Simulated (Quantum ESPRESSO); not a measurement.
# Si (Fd-3m) in Quantum ESPRESSO: notebook, part 2 of 2

Quantum ESPRESSO 7.5.

## 4. Relaxation of cell and atoms, PBEsol, target pressure 12 GPa, at which the enthalpy is minimised

File pw.in:

```
&CONTROL
  calculation = 'vc-relax'
  prefix = 'pwscf'
  outdir = './tmp'
  pseudo_dir = './pseudo'
  tprnfor = .true.
  tstress = .true.
  disk_io = 'low'
  nstep = 40
  forc_conv_thr = 0.0004
  etot_conv_thr = 1d-05
/
&SYSTEM
  ibrav = 0
  nat = 2
  ntyp = 1
  ecutwfc = 36
  nbnd = 9
  occupations = 'fixed'
/
&ELECTRONS
  conv_thr = 4d-10
  electron_maxstep = 120
  mixing_beta = 0.5
/
&IONS
  ion_dynamics = 'bfgs'
/
&CELL
  cell_dynamics = 'bfgs'
  press = 120
  press_conv_thr = 0.3
/
ATOMIC_SPECIES
Si    28.0850 Si.upf
CELL_PARAMETERS angstrom
   0.0000000000    2.7155000000    2.7155000000
   2.7155000000    0.0000000000    2.7155000000
   2.7155000000    2.7155000000    0.0000000000
ATOMIC_POSITIONS crystal
Si     0.0000000000    0.0000000000    0.0000000000
Si     0.2500000000    0.2500000000    0.2500000000
K_POINTS automatic
11 11 11 0 0 0
```

Potentials or basis: PseudoDojo 0.4.1 SR PBEsol standard.

Started as:

```sh
OMP_NUM_THREADS=1 pw.x -in pw.in > pw.out
```

pw.out:

```text
This program is part of the open-source Quantum ESPRESSO suite
     for quantum simulation of materials; please cite
[... 9 lines left out ...]
     --------------------
     sticks:   dense  smooth     PW     G-vecs:    dense   smooth      PW
     Sum         517     517    163                 7823     7823    1459

     Using Slab Decomposition

     bravais-lattice index     =            0
     lattice parameter (alat)  =       7.2571  a.u.
     unit-cell volume          =     270.2564 (a.u.)^3
     number of atoms/cell      =            2
     number of atomic types    =            1
     number of electrons       =         8.00
     number of Kohn-Sham states=            9
     kinetic-energy cutoff     =      36.0000  Ry
     charge density cutoff     =     144.0000  Ry
     scf convergence threshold =      4.0E-10
     mixing beta               =       0.5000
     number of iterations used =            8  plain     mixing
     energy convergence thresh.=      1.0E-05
     force convergence thresh. =      4.0E-04
     press convergence thresh. =      3.0E-01
     Exchange-correlation= PBESOL
                           (   1   4  10   8   0   0   0)
     nstep                     =           40

     celldm(1)=   7.257109  celldm(2)=   0.000000  celldm(3)=   0.000000
     celldm(4)=   0.000000  celldm(5)=   0.000000  celldm(6)=   0.000000

     crystal axes: (cart. coord. in units of alat)
               a(1) = (   0.000000   0.707107   0.707107 )
               a(2) = (   0.707107   0.000000   0.707107 )
               a(3) = (   0.707107   0.707107   0.000000 )
[... 2031 lines left out ...]
               b(1) = ( -0.731937  0.731937  0.731937 )
               b(2) = (  0.731937 -0.731937  0.731937 )
               b(3) = (  0.731937  0.731937 -0.731937 )

     PseudoPot. # 1 for Si read from file:
     Si.upf
     Pseudo is Norm-conserving + core correction, Zval =  4.0
     Generated using ONCVPSP code by D. R. Hamann
     Using radial grid of 1510 points,  6 beta functions with:
                l(1) =   0
                l(2) =   0
                l(3) =   1
                l(4) =   1
                l(5) =   2
                l(6) =   2

     atomic species   valence    mass     pseudopotential
     Si                4.00    28.08500     Si( 1.00)

     48 Sym. Ops., with inversion, found (24 have fractional translation)

   Cartesian axes

     site n.     atom                  positions (alat units)
         1        Si     tau(   1) = (  -0.0000000  -0.0000000  -0.0000000  )
         2        Si     tau(   2) = (   0.3415596   0.3415596   0.3415596  )

     number of k points=    56
                       cart. coord. in units 2pi/alat
        k(    1) = (   0.0000000   0.0000000   0.0000000), wk =   0.0015026
        k(    2) = (   0.0665397   0.0665397  -0.0665397), wk =   0.0120210
        k(    3) = (   0.1330794   0.1330794  -0.1330794), wk =   0.0120210
        k(    4) = (   0.1996191   0.1996191  -0.1996191), wk =   0.0120210
        k(    5) = (   0.2661588   0.2661588  -0.2661588), wk =   0.0120210
        k(    6) = (   0.3326985   0.3326985  -0.3326985), wk =   0.0120210
[... 48 lines left out ...]
        k(   55) = (  -0.0665397  -0.4657779   0.7319367), wk =   0.0360631
        k(   56) = (   0.0000000  -0.3992382   0.6653970), wk =   0.0360631

     Dense  grid:     7119 G-vectors     FFT dimensions: (  32,  32,  32)

     Initial potential from superposition of free atoms

     starting charge       7.9988, renormalised to       8.0000
     Starting wfcs are    8 randomized atomic wfcs +    1 random wfcs

     Self-consistent Calculation

     iteration #  1     ecut=    36.00 Ry     beta= 0.50
     Davidson diagonalization with overlap
     c_bands:  1 eigenvalues not converged
     c_bands:  1 eigenvalues not converged
     c_bands:  1 eigenvalues not converged
     c_bands:  1 eigenvalues not converged
     c_bands:  1 eigenvalues not converged
     c_bands:  2 eigenvalues not converged
[... 384 lines left out ...]
          total   stress  (Ry/bohr**3)                   (kbar)     P=      119.89
   0.00081497   0.00000000  -0.00000000          119.89        0.00       -0.00
   0.00000000   0.00081497  -0.00000000            0.00      119.89       -0.00
  -0.00000000  -0.00000000   0.00081497           -0.00       -0.00      119.89

=------------------------------------------------------------------------------=
   JOB DONE.
=------------------------------------------------------------------------------=
```

Run time: 39 s. Hardware: 1 thread of Intel Xeon Platinum 8259CL at 2.50GHz (Skylake/Cascade Lake), shared host; peak memory 0.05 GiB.

What came out:

| Property | Result |
| --- | --- |
| Free energy | -230.1554 eV |
| Relaxed volume | 18.05 Å³/atom |
| Relaxed cell | a = 3.710 Å, b = 3.710 Å, c = 3.710 Å, α = 60.00°, β = 60.00°, γ = 60.00° |
| Space group after relaxing (to 0.05 Å) | Fd-3m (No. 227) |
| Energy change on relaxing (the enthalpy is what falls) | +67.5 meV/atom |
| Ionic steps | 5 |
| Pressure after relaxing | 12.0 GPa |
| Band gap on the k mesh | 0.27 eV, indirect (least direct gap 2.55 eV) |

Step by step:
| step | energy change (eV) | largest force (eV/Å) | pressure (GPa) | volume (Å³) |
| --- | --- | --- | --- | --- |
| 1 | 0.0000 | 0.0000 | -0.01 | 40.05 |
| 2 | 0.0467 | 0.0000 | 6.58 | 37.65 |
| 3 | 0.1532 | 0.0000 | 12.93 | 35.87 |
| 4 | 0.1339 | 0.0000 | 11.95 | 36.12 |
| 5 | 0.1349 | 0.0000 | 12.00 | 36.11 |

Final structure:
```cif
data_structure
_symmetry_space_group_name_H-M 'P 1'
_symmetry_Int_Tables_number 1
_cell_length_a 3.7100
_cell_length_b 3.7100
_cell_length_c 3.7100
_cell_angle_alpha 60.000
_cell_angle_beta 60.000
_cell_angle_gamma 60.000
_cell_volume 36.11
loop_
_atom_site_label
_atom_site_type_symbol
_atom_site_fract_x
_atom_site_fract_y
_atom_site_fract_z
_atom_site_occupancy
Si1 Si 0.00000 0.00000 0.00000 1
Si2 Si 0.25000 0.25000 0.25000 1
```

Caveat: an odd mesh through Γ misses points on the zone boundary, where band edges often lie.

## 5. Summary

```tsv
cell	gap on the mesh (eV)	pressure (GPa)
relaxed to 6 GPa	0.37	6.0
relaxed to 9 GPa	0.32	9.0
relaxed to 12 GPa	0.27	12.0
```

Alike in all rows: task relaxation of cell and atoms; level PBEsol; potentials or basis PseudoDojo 0.4.1 SR PBEsol standard; no spin polarisation; k mesh 11 × 11 × 11; cutoff (eV) 490; smearing fixed.

Caveats: an odd mesh through Γ misses points on the zone boundary, where band edges often lie.

Absolute energies hang on the potentials; compare differences alone.
